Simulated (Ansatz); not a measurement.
# Y2CF2 MXene bilayer (AB) in a perpendicular field, part 2 of 3

Wanted: the out-of-plane response of the Y2CF2 MXene bilayer (AB). A positive field points along +c.

Ansatz 0.2.0; plane-wave DFT, PBE-D3(BJ), Ansatz PAW (the session's first sound run).

So far. Step 2 (Relaxation): The lattice constant a goes from 3.478 to 3.552 Å.

In doubt: Bader basins on short bonds can need a finer grid (steps 3, 8), which would bear on Bader charges.

## Step 3: Atoms held, field 0, start network

A sawtooth potential applies the field, turning back in the middle of the vacuum. With the dipole correction the typed value is the field outside the slab. The induced dipole is small, so the SCF threshold is tight.

The cell differs from the one that the last finished run ended in (c 56.010 → 31.174 Å).

input.yaml

```yaml
crystal:
  lattice:
    - [3.5521950236, 0.0, 0.0]
    - [-1.7760975118, 3.0762911297, 0.0]
    - [0.0, 0.0, 31.1737357523]
  atoms:
    - { symbol: F, position: [0.3333333333, 0.6666666667, 0.2887045708] }
    - { symbol: "Y", position: [0.6666666667, 0.3333333333, 0.3264497389] }
    - { symbol: C, position: [0.0, 0.0, 0.3704238837] }
    - { symbol: "Y", position: [0.3333333333, 0.6666666667, 0.4143835799] }
    - { symbol: F, position: [0.6666666667, 0.3333333333, 0.451870808] }
    - { symbol: F, position: [0.6666666667, 0.3333333333, 0.548129192] }
    - { symbol: "Y", position: [0.0, 0.0, 0.5856164201] }
    - { symbol: C, position: [0.3333333333, 0.6666666667, 0.6295761163] }
    - { symbol: "Y", position: [0.6666666667, 0.3333333333, 0.6735502611] }
    - { symbol: F, position: [0.0, 0.0, 0.7112954292] }
kpoints:
  mp_grid: { grid: [18, 18, 1] }
  band_path:
    path: [[0, 0, 0], [0.5, 0, 0], [0.33333333, 0.33333333, 0], [0, 0, 0]]
    npoints: 16
hamiltonian:
  xc: pbe
  dispersion: d3bj
scf:
  occupations: { method: fermi_dirac, width: 0.05 }
  convergence: { dr2_threshold: 1.0e-10 }
efield:
  axis: 3
  dipole_correction: true
  ramp_position: 0.97
  ramp_width: 0.06
  amplitude: 0
output:
  dos: { projected: true, e_range: [-6, 5] }
  bader: true
  write_potential: true
  write_density: true
  volumetric_format: npy
  elf: true
```

Command:

```sh
ansatz run input.yaml --threads 4 --pin off --max-ram 6144MiB --backend cpu --events-out ev --progress --plain --runs-dir out
```

Numbers of over 12 decimals in the logs are rounded to 6 here.

Log:

```text
[...]
Crystal: 10 atoms, lattice volume = 340.654 Å³
Basis set: ecut = 420 eV, 6591 PW (Γ)
Bands: 50, of which v1, the nominal top of the filled ones, is band 40 counted from 1 (39 counted from 0)
Symmetry: 6 space group operations
k-points: 37 of 324 (time reversal used)
[...]
SCF iter   1: F=—  HF=-19144.538082 eV  |F-HF|=—  |Δ(HF+E_count)|=         —  Δρ=3.24e-3  dr2=3.56e-2  ethr=1.77e-3  p=0.000 e·Å  D=2.15e-13 V/Å  ΔV_dip=-0.00 eV  dr2_dipole=6.37e-9  V_vac-E_F(+/−)=3.37/3.37 eV  ⟨swp⟩=7.6  Hψ=8634  notcnv=0  defer=13
efield: sawtooth ramp at fractional position 0.9700 (set: `efield.ramp_position`, or a place that a band, a saddle search or an elastic batch's reference lends), width 0.0600; the density the first Hamiltonian is built on has a dipole p = 0.000 e·Å; the dipole correction subtracts the counter field D = 2.15e-13 V/Å, which shifts the + side's vacuum level by -0.00 eV against the − side's; the planar-averaged density in the ramp window peaks in size at 7.3e-6 e/Å³
[...]
SCF iter   2: F=—  HF=-19144.533221 eV  |F-HF|=—  |Δ(HF+E_count)|=   4.86e-3  Δρ=1.67e-3  dr2=1.42e-2  ethr=4.45e-5  p=0.000 e·Å  D=2.03e-5 V/Å  ΔV_dip=-0.00 eV  dr2_dipole=2.80e-8  V_vac-E_F(+/−)=3.62/3.63 eV  ⟨swp⟩=2.6  Hψ=3297  notcnv=0  defer=97
[...]
SCF iter  11: F=-19144.531407 eV  HF=-19144.531407 eV  |F-HF|=2.91e-11  |Δ(HF+E_count)|=  2.76e-10  Δρ=1.32e-7  dr2=8.72e-11  ethr=1.00e-12  p=-0.000 e·Å  D=-4.91e-7 V/Å  ΔV_dip=0.00 eV  dr2_dipole=1.93e-11  V_vac-E_F(+/−)=3.71/3.71 eV  ⟨swp⟩=13.8  Hψ=5847  notcnv=0
SCF 1 converged in 11 iterations: F = -19144.531407 eV  dr2 = 8.72e-11
[...]
NSCF: frozen V_eff on 49 k-points
efield: sawtooth ramp at fractional position 0.9700 (kept from the solve that this one continues, or follows in the run), width 0.0600; the density the first Hamiltonian is built on has a dipole p = -0.000 e·Å; the dipole correction subtracts the counter field D = -4.91e-7 V/Å, which shifts the + side's vacuum level by +0.00 eV against the − side's; the planar-averaged density in the ramp window peaks in size at 3.0e-7 e/Å³
[...]
SCF converged after 11 iterations
Free energy (F): -19144.531407 eV
[...]
Internal energy: -19144.531405 eV  (E = F + TS)
E sigma→0 (E₀):  -19144.531406 eV
Entropy (-TS):   -0.000003 eV (-0.000 meV/atom)
Fermi energy:    2.609397 eV
Dipole field:    D = 0.000004 V/Å  (p = 0.000008 e·Å, saw-weighted, corrected)
Work function:   Φ+ = 3.7125 eV   Φ− = 3.7127 eV
Levels:          The Fermi level and band energies are counted from a zero that moves with the ramp; work functions are not
[...]
--- Band table (eV; the first three rows and the last of 37) ---
  k-point 0: bands = [... 36 lower, 2.0261, 2.0261, 2.0288, 2.0288, 4.5948, 4.9552, 4.9842, 5.2044, ... 6 higher]
  k-point 1: bands = [... 36 lower, 1.9195, 1.9304, 2.0139, 2.0165, 4.6415, 4.9525, 4.9550, 5.1447, ... 6 higher]
  k-point 2: bands = [... 36 lower, 1.6574, 1.6818, 1.9822, 1.9846, 4.6332, 4.7613, 4.9089, 5.1510, ... 6 higher]
  k-point 36: bands = [... 36 lower, 0.7897, 0.7925, 1.4026, 1.4026, 5.0315, 5.0315, 6.0064, 6.0064, ... 6 higher]
--- Bader charges: 10 sites ---
  site symbol  charge [e]  shift [e]
     0      F     -0.8334     0.0001
     1      Y      1.9254     0.0002
     2      C     -2.1831     0.0002
     3      Y      1.9241     0.0002
     4      F     -0.8330     0.0001
     5      F     -0.8330     0.0001
     6      Y      1.9241     0.0002
     7      C     -2.1831     0.0002
     8      Y      1.9254     0.0002
     9      F     -0.8334     0.0001
  estimated error of the sums over rays = 6.0e-4 e
```

The job ended after 43 s (4 threads of Intel Xeon Platinum 8375C at 2.90GHz (Ice Lake), shared host; peak memory 1.1 GiB; 2.8 min of CPU time).

Reading the cycles: dr2 is the Hartree energy of the density residual (eV), the measure of convergence; HF is the Harris–Foulkes estimate of the energy, which meets the free energy F at convergence.

Numbers from this step:

| Item | Value |
| --- | --- |
| dipole along the normal | 7.59e-6 e·Å |
| gap along the path | 1.105 eV |
| smallest direct gap along the path | 1.275 eV |
| ionisation energy, upper face | 4.293 eV |
| electron affinity, upper face | 3.188 eV |
| gap, the smaller of path and mesh | 1.105 eV |

Running mean over a fixed 2.7 Å (it still follows the layers) of the planar mean; the ramp of the sawtooth is left out. Table of electron's electrostatic potential energy less the Fermi level by z:

| z (Å) | electron's electrostatic potential energy less the Fermi level (eV) |
| --- | --- |
| 4 | 3.71 |
| 5 | 3.71 |
| 6 | 3.71 |
| 7 | 3.54 |
| 8 | 0.813 |
| 9 | -4.65 |
| 10 | -8.07 |
| 11 | -7.80 |
| 12 | -7.76 |
| 13 | -8.21 |
| 14 | -5.24 |
| 15 | 0.227 |
| 16 | 0.822 |
| 17 | -4.23 |
| 18 | -7.97 |
| 19 | -7.86 |
| 20 | -7.73 |
| 21 | -8.24 |
| 22 | -5.60 |
| 23 | 0.0573 |
| 24 | 3.35 |
| 25 | 3.70 |
| 26 | 3.71 |
| 27 | 3.71 |

The density of states has structure finer than the step of the table below, so its rows give means over 0.25 eV, whole bins alone (the curve runs from -6 to 2.52 eV). Peaks (eV: height): -5.920: 22.3, -1.970: 14.4, -1.230: 25.5, -0.760: 11.1, 2.020: 4.98, 2.330: 8.28.

The density of states by energy, zero at the Fermi level of the run, which the smearing sets inside the gap; means over each step:

| energy (eV) | density of states (states/eV a cell) |
| --- | --- |
| -2.50 | 0 |
| -2.25 | 1.51 |
| -2.00 | 9.46 |
| -1.75 | 5.29 |
| -1.50 | 6.36 |
| -1.25 | 10.3 |
| -1.00 | 4.82 |
| -0.75 | 6.94 |
| -0.50 | 0.572 |
| -0.25 | 0 |
| 0.00 | 0 |
| 0.25 | 0 |
| 0.50 | 0.383 |
| 0.75 | 1.74 |
| 1.00 | 1.93 |
| 1.25 | 2.10 |
| 1.50 | 2.32 |
| 1.75 | 2.90 |
| 2.00 | 3.30 |
| 2.25 | 3.32 |

Projected DOS per atom over height of the atomic layer and energy from the Fermi level. Layers: F Y C Y F F Y C Y F from below.

Ten even steps from '_' (0.00 states/eV) to '@' (2.76 states/eV), each cell a mean:
```
__::__::____::__::__
__::__::____::__::__
__..__..____..__..__
__..__..____..__..__
__..__..____..__..__
____________________
____________________
____________________
__..**..____..**..__
__--@@--____--@@--__
__::**::____::**::__
__::##::____::##::__
____..________..____
____________________
____________________
____________________
____________________
____________________
____________________
____________________
____________________
________****________
```
Columns: height of the atomic layer (Å) from 9 to 22.2 (not evenly spaced); rows upwards: energy from the Fermi level (eV) from -5.96 to 2.5.

The electronic bands at the labelled points (eV, zero at the Fermi level of the run, which the smearing sets inside the gap):

| point | band 37 | band 38 | band 39 | band 40 | band 41 | band 42 | band 43 | band 44 |
| --- | --- | --- | --- | --- | --- | --- | --- | --- |
| Γ | -0.58 | -0.58 | -0.58 | -0.58 | 1.99 | 2.35 | 2.37 | 2.60 |
| halfway | -1.51 | -1.50 | -0.72 | -0.72 | 1.29 | 1.31 | 2.63 | 2.95 |
| M | -1.21 | -1.21 | -0.75 | -0.75 | 0.52 | 0.54 | 3.66 | 3.82 |
| halfway | -1.31 | -1.31 | -1.21 | -1.21 | 1.40 | 1.42 | 3.57 | 3.68 |
| K | -1.82 | -1.82 | -1.21 | -1.21 | 2.42 | 2.42 | 3.40 | 3.40 |
| halfway | -1.47 | -1.47 | -1.04 | -1.04 | 2.05 | 2.06 | 2.07 | 2.08 |
| Γ | -0.58 | -0.58 | -0.58 | -0.58 | 1.99 | 2.35 | 2.37 | 2.60 |

ELF in the ca plane at fractional y = 0.667, with atoms of F and Y and C within 0.2 Å of it. It is the smooth field of the valence electrons, not physical close to the nuclei.

Ten even steps from '0' (0.00) to '9' (0.85), each cell a mean:
```
00000000000000000000001222478631024431001331
00000000000000000000001332478741025541002442
00000000000000000001100111477411012320001231
00000000000000000136762001353257620000000110
00000000000000001369998301221699983000000000
00000000000000001479779511102895895000000000
00000000000000001379888411112897994000000000
00000000000000000258985101331389961000000000
00000000000000000023421011465223211110000121
```
Columns run along c (16.0 Å, from fractional 0.05 to 0.56 of the cell), rows up along a (3.6 Å). Atoms in or near the plane, at fractional coordinates: F at (0.29, 0.33), Y at (0.41, 0.33).

Electrostatic potential energy in the ca plane at fractional y = 0.667, with atoms of F and Y and C within 0.2 Å of it. With pseudopotentials it is smooth inside the atoms' cores, unlike the true potential.

Values in eV, 5 rows by 16 columns, each cell a mean:
```
  2   4   2   4   6   6   1  -8   1   0  -7   2   6   6   6   6
  3   0  -4   3   6   6   2  -4   2   1  -3   3   6   6   6   6
  4 -21 -38  -3   5   5   4   3 -13 -10   3   4   6   6   6   6
  3 -28 -44  -6   5   5   4   4 -24 -18   4   4   6   6   6   6
  3  -6 -17   1   6   6   3   0   1   1   0   3   6   6   6   6
```
Columns run along c (16.0 Å, from fractional 0.35 to 0.86 of the cell; values clipped at the 3rd and 97th percentile), rows up along a (3.6 Å). Atoms in or near the plane, at fractional coordinates: Y at (0.41, 0.33), C at (0.63, 0.33).

Valence density in the ca plane at fractional y = 0.667, with atoms of F and Y and C within 0.2 Å of it. It is the smooth field of the valence electrons, not physical close to the nuclei.

Ten steps, logarithmic in the rise over the least value, from '0' (0 e/Å³) to '9' (11 e/Å³), each cell a mean:
```
00000000000000000000012233333221112110000122
00000000000000000000012333333221112210000122
00000000000000000000111222222222111100000112
00000000000000000012332111222344431000000001
00000000000000000025775211112467652000000000
00000000000000000137997311112577763000000000
00000000000000000026986311112577753000000000
00000000000000000013553211112356542000000000
00000000000000000001222222222223221100000011
```
Columns run along c (16.0 Å, from fractional 0.05 to 0.56 of the cell), rows up along a (3.6 Å). Atoms in or near the plane, at fractional coordinates: F at (0.29, 0.33), Y at (0.41, 0.33).

The gap is 1.11 eV, with the valence edge 4.29 eV and the conduction edge 3.19 eV under the upper vacuum level.

## Step 4: Atoms held, field 0.1 V/Å

input.yaml: that of step 3 with these lines changed.

```diff
@@ -30,8 +30,6 @@
   dipole_correction: true
-  ramp_position: 0.97
-  ramp_width: 0.06
-  amplitude: 0
+  ramp_position: 0.9494
+  ramp_width: 0.1012
+  amplitude: 0.1
 output:
-  dos: { projected: true, e_range: [-6, 5] }
-  bader: true
   write_potential: true
@@ -39,2 +37 @@
   volumetric_format: npy
-  elf: true
```

Log:

```text
[...]
Crystal: 10 atoms, lattice volume = 340.654 Å³
Basis set: ecut = 420 eV, 6591 PW (Γ)
Bands: 50, of which v1, the nominal top of the filled ones, is band 40 counted from 1 (39 counted from 0)
Symmetry: 6 space group operations
k-points: 37 of 324 (time reversal used)
[...]
k-point 0: bands = [... 36 lower, 1.8833, 1.8833, 2.1709, 2.1709, 4.5662, 4.7198, 5.0621, 5.0621, ... 6 higher]
  k-point 1: bands = [... 36 lower, 1.7807, 1.8710, 2.0685, 2.1586, 4.6276, 4.7068, 5.0036, 5.1227, ... 6 higher]
  k-point 2: bands = [... 36 lower, 1.5250, 1.8134, 1.8392, 2.1269, 4.5556, 4.7524, 4.9078, 5.0034, ... 6 higher]
  k-point 36: bands = [... 36 lower, 0.9325, 0.9345, 1.2584, 1.5460, 4.8879, 5.1734, 5.8747, 5.8801, ... 6 higher]
[key lines of the parts left out:]
SCF converged after 18 iterations
Free energy (F): -19144.534549 eV
Fermi energy:    2.609221 eV
Dipole field:    D = 0.033385 V/Å  (p = 0.062850 e·Å, saw-weighted, corrected)
```

It took 34 s on 4 threads; peak memory 1.1 GiB.

The dipole is 0.0628 e·Å, and the gap 0.827 eV.

## Step 5: Atoms held, field -0.1 V/Å

input.yaml: that of step 4 with these lines changed.

```diff
@@ -32,3 +32,3 @@
   ramp_width: 0.1012
-  amplitude: 0.1
+  amplitude: -0.1
 output:
```

Log:

```text
[...]
Crystal: 10 atoms, lattice volume = 340.654 Å³
Basis set: ecut = 420 eV, 6591 PW (Γ)
Bands: 50, of which v1, the nominal top of the filled ones, is band 40 counted from 1 (39 counted from 0)
Symmetry: 6 space group operations
k-points: 37 of 324 (time reversal used)
[...]
k-point 0: bands = [... 36 lower, 1.8833, 1.8833, 2.1709, 2.1709, 4.5662, 4.7198, 5.0621, 5.0621, ... 6 higher]
  k-point 1: bands = [... 36 lower, 1.7807, 1.8710, 2.0685, 2.1586, 4.6276, 4.7068, 5.0036, 5.1227, ... 6 higher]
  k-point 2: bands = [... 36 lower, 1.5250, 1.8134, 1.8392, 2.1269, 4.5556, 4.7524, 4.9078, 5.0034, ... 6 higher]
  k-point 36: bands = [... 36 lower, 0.9325, 0.9345, 1.2584, 1.5460, 4.8879, 5.1734, 5.8747, 5.8801, ... 6 higher]
[key lines of the parts left out:]
SCF converged after 18 iterations
Free energy (F): -19144.534549 eV
Fermi energy:    2.609221 eV
Dipole field:    D = -0.033386 V/Å  (p = -0.062851 e·Å, saw-weighted, corrected)
```

The job ended after 34 s (4 threads; peak memory 1.1 GiB).

The dipole is -0.0629 e·Å, and the gap 0.827 eV.

## Step 6: Single point, field 0.2 V/Å

input.yaml: that of step 5 with these lines changed.

```diff
@@ -32,3 +32,3 @@
   ramp_width: 0.1012
-  amplitude: -0.1
+  amplitude: 0.2
 output:
```

Log:

```text
[...]
Crystal: 10 atoms, lattice volume = 340.654 Å³
Basis set: ecut = 420 eV, 6591 PW (Γ)
Bands: 50, of which v1, the nominal top of the filled ones, is band 40 counted from 1 (39 counted from 0)
Symmetry: 6 space group operations
k-points: 37 of 324 (time reversal used)
[...]
k-point 0: bands = [... 36 lower, 1.7439, 1.7439, 2.3077, 2.3077, 4.3611, 4.6212, 4.9226, 4.9226, ... 6 higher]
  k-point 1: bands = [... 36 lower, 1.6414, 1.7317, 2.2051, 2.2954, 4.4103, 4.6205, 4.8633, 4.9832, ... 6 higher]
  k-point 2: bands = [... 36 lower, 1.3861, 1.6999, 1.9498, 2.2636, 4.4036, 4.6151, 4.8085, 5.0676, ... 6 higher]
  k-point 36: bands = [... 36 lower, 1.0680, 1.0725, 1.1191, 1.6829, 4.7483, 5.3075, 5.7310, 5.7468, ... 6 higher]
[key lines of the parts left out:]
SCF converged after 18 iterations
Free energy (F): -19144.543998 eV
Fermi energy:    2.608031 eV
Dipole field:    D = 0.067162 V/Å  (p = 0.126436 e·Å, saw-weighted, corrected)
```

Run time: 30 s. Hardware: 4 threads; peak memory 1.1 GiB.

The dipole is 0.126 e·Å, and the gap 0.551 eV.

## Step 7: Single point, field -0.2 V/Å

input.yaml: that of step 6 with these lines changed.

```diff
@@ -32,3 +32,3 @@
   ramp_width: 0.1012
-  amplitude: 0.2
+  amplitude: -0.2
 output:
```

Log:

```text
[...]
Crystal: 10 atoms, lattice volume = 340.654 Å³
Basis set: ecut = 420 eV, 6591 PW (Γ)
Bands: 50, of which v1, the nominal top of the filled ones, is band 40 counted from 1 (39 counted from 0)
Symmetry: 6 space group operations
k-points: 37 of 324 (time reversal used)
[...]
k-point 0: bands = [... 36 lower, 1.7439, 1.7439, 2.3077, 2.3077, 4.3611, 4.6212, 4.9226, 4.9226, ... 6 higher]
  k-point 1: bands = [... 36 lower, 1.6414, 1.7317, 2.2051, 2.2954, 4.4103, 4.6205, 4.8633, 4.9832, ... 6 higher]
  k-point 2: bands = [... 36 lower, 1.3861, 1.6999, 1.9498, 2.2636, 4.4036, 4.6151, 4.8085, 5.0676, ... 6 higher]
  k-point 36: bands = [... 36 lower, 1.0680, 1.0725, 1.1191, 1.6829, 4.7483, 5.3075, 5.7310, 5.7468, ... 6 higher]
[key lines of the parts left out:]
SCF converged after 18 iterations
Free energy (F): -19144.543998 eV
Fermi energy:    2.608030 eV
Dipole field:    D = -0.067162 V/Å  (p = -0.126437 e·Å, saw-weighted, corrected)
```

Elapsed: 31 s, on 4 threads; peak memory 1.1 GiB; 2 min of CPU time.

The dipole is -0.126 e·Å, and the gap 0.551 eV.

## Step 8: Single point, field 0.35 V/Å

input.yaml: that of step 7 with these lines changed.

```diff
@@ -30,6 +30,8 @@
   dipole_correction: true
-  ramp_position: 0.9494
-  ramp_width: 0.1012
-  amplitude: -0.2
+  ramp_position: 0.9306
+  ramp_width: 0.1387
+  amplitude: 0.35
 output:
+  dos: { projected: true, e_range: [-6, 5] }
+  bader: true
   write_potential: true
@@ -37 +39,2 @@
   volumetric_format: npy
+  elf: true
```

Log:

```text
[...]
Crystal: 10 atoms, lattice volume = 340.654 Å³
Basis set: ecut = 420 eV, 6591 PW (Γ)
Bands: 50, of which v1, the nominal top of the filled ones, is band 40 counted from 1 (39 counted from 0)
Symmetry: 6 space group operations
k-points: 37 of 324 (time reversal used)
[...]
--- Bader charges: 10 sites ---
  site symbol  charge [e]  shift [e]
     0      F     -0.8404     0.0001
     1      Y      1.9154     0.0002
     2      C     -2.1831     0.0002
     3      Y      1.9315     0.0002
     4      F     -0.8288     0.0001
     5      F     -0.8373     0.0001
     6      Y      1.9162     0.0002
     7      C     -2.1818     0.0002
     8      Y      1.9348     0.0002
     9      F     -0.8266     0.0001
  estimated error of the sums over rays = 6.2e-4 e
[key lines of the parts left out:]
SCF converged after 19 iterations
Free energy (F): -19144.570621 eV
Fermi energy:    2.603768 eV
Dipole field:    D = 0.122716 V/Å  (p = 0.231022 e·Å, saw-weighted, corrected)
```

The job ended after 48 s (4 threads; peak memory 1.1 GiB).

The dipole is 0.231 e·Å, and the gap 0.284 eV.

(Continued in part 3 of 3.)

[Logs are printed without paths, hosts, clocks, repeated set-up lines and the standing remarks that a program may print on its own settings, such as how far it seeks lower states.]

[Hosts, paths, dates, database ids (printed as entryN), source tags and the programs' standing remarks are cut or masked in the printed files.]

[Maps of the electrostatic potential energy from Ansatz leave out the sawtooth potential of an applied field or a dipole correction, so their vacuum need not be flat; planar profiles and work functions include it.]

[The density of states shown here was stored with 400 of the rows of the run's finer table, so its peaks can read low, often by over a quarter, or be missed, and its means over a window can be off by a tenth or more.]
